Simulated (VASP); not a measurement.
A run of VASP 6.6.1:

The input INCAR:

```
SYSTEM = ZrO2
ALGO = Normal
EDIFF = 1E-7
ENCUT = 520
GGA = PE
ISIF = 2
ISMEAR = -1
LASPH = .True.
LCHARG = .False.
LREAL = .False.
LWAVE = .False.
NBANDS = 19
NELM = 100
PREC = Accurate
SIGMA = 0.05
```

The input KPOINTS:

```
k-points
0
Gamma
  9 9 9
  0 0 0
```

The input POSCAR:

```
ZrO2
1.0
    0.0000000000      2.5450727058      2.5450727058
    2.5450727058      0.0000000000      2.5450727058
    2.5450727058      2.5450727058      0.0000000000
Zr O
1 2
Direct
   -0.0118510000     -0.0039070000      0.0185300000
    0.7556170000      0.7553260000      0.7341640000
    0.2543220000      0.2609010000      0.2334010000
```

Potentials or basis: VASP PAW PBE potentials, release 64 (Zr_sv, O).

Run with:

```bash
$ cat potpaw_PBE.64/Zr_sv/POTCAR potpaw_PBE.64/O/POTCAR > POTCAR
$ mpirun -np 1 vasp_std > vasp.out
```

Hardware: 1 thread of Intel(R) Xeon(R) Platinum 8375C CPU @ 2.90GHz (Ice Lake), on a shared host.

Q: How long does it take, and how much memory?

A: Wall time 5.3 min on 1 thread of Intel(R) Xeon(R) Platinum 8375C CPU @ 2.90GHz (Ice Lake), with other jobs on the host, peak memory 0.32 GiB. Counts: scf iterations 16, k points 365.
